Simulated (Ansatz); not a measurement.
**Phases of Ta at 120 GPa**

Structure types of Ta are relaxed in primitive cells with their symmetry kept at 120 GPa, first on PAW files, then by LAPW. The enthalpy is E + pV at zero temperature, without zero-point motion. Only the types listed were tried, and differences under about 5 meV/atom are mesh noise.

Computed with Ansatz 0.2.0; functional PBE, scalar-relativistic. Settings: Fermi–Dirac smearing of 0.1 eV, no spin polarisation. Methods: LAPW: all electrons, basis error target 0.5 meV/atom; PAW: frozen-core files, cutoff 420 eV.

k meshes: fcc 18×18×18, bcc 18×18×18, hcp 17×17×9, sc 16×16×16, beta tin 17×17×17, omega 9×9×12.

Spin–orbit coupling is left out, which matters for the heavy atoms.

| start type | ends as | a, b, c (Å) | V (Å³/atom) | H − H(lowest), LAPW (meV/atom) |
| --- | --- | --- | --- | --- |
| fcc | fcc, Fm-3m | 3.766, 3.766, 3.766 | 13.35 | 524.6 |
| bcc | bcc, Im-3m | 2.968, 2.968, 2.968 | 13.08 | 0.0 |
| hcp | hcp, P6_3/mmc | 2.600, 2.600, 4.540 | 13.29 | ? |
| sc | sc, Pm-3m | 2.407, 2.407, 2.407 | 13.94 | 2089.5 |
| beta tin | beta tin, I4_1/amd | 4.630, 4.630, 2.524 | 13.53 | 1292.1 |
| omega | omega, P6/mmm | 4.318, 4.318, 2.457 | 13.22 | ? |

Q: Give the missing entry: row "omega", column "H − H(lowest), LAPW (meV/atom)".

A: 364.6.

Q: Give the missing entry: row "hcp", column "H − H(lowest), LAPW (meV/atom)".

A: 503.0.

Q: Split the lead of bcc over omega into energy and pV.

A: For omega less bcc: ΔE = +253.9 meV/atom, and p·ΔV = 120 GPa × +0.1478 Å³ × 6.242 meV/(GPa·Å³) = +110.7 meV/atom, together 364.6 meV/atom. bcc wins on both counts.
